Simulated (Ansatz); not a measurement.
# A change and its effect: BeS (F-43m)

```
Be S
1.0
     0.00000    2.41896    2.41896
     2.41896    0.00000    2.41896
     2.41896    2.41896    0.00000
Be S
1 1
Cartesian
  0.0000 0.0000 0.0000
  3.6284 3.6284 3.6284
```

The conventional cell has a = 4.838 Å, b = 4.838 Å, c = 4.838 Å, α = 90.00°, β = 90.00°, γ = 90.00°. Be (atom 1) has 4 S at 2.09 Å as nearest neighbours. S (atom 2) has 4 Be at 2.09 Å as nearest neighbours.

Unless marked otherwise, the numbers come from PBEsol, PAW on Ansatz 0.2.0's default frozen-core files (fitted under PBE), scalar-relativistic. k mesh 8×8×8, fixed occupations, cutoff 420 eV. The cell was relaxed by PAW under this functional.

With these settings the run gives a highest phonon of 662.8 cm⁻¹ on a 2×2×2 q mesh (finite displacements, no LO-TO term).

The run is repeated in the same cell with basis.xc_grid from its default to 1. What moves, and by how much?

highest phonon: +0 %; largest phonon shift: -0.1 cm⁻¹.

Caveats: frozen-core PAW files fitted under PBE, their cores solved anew for the functional of the run.
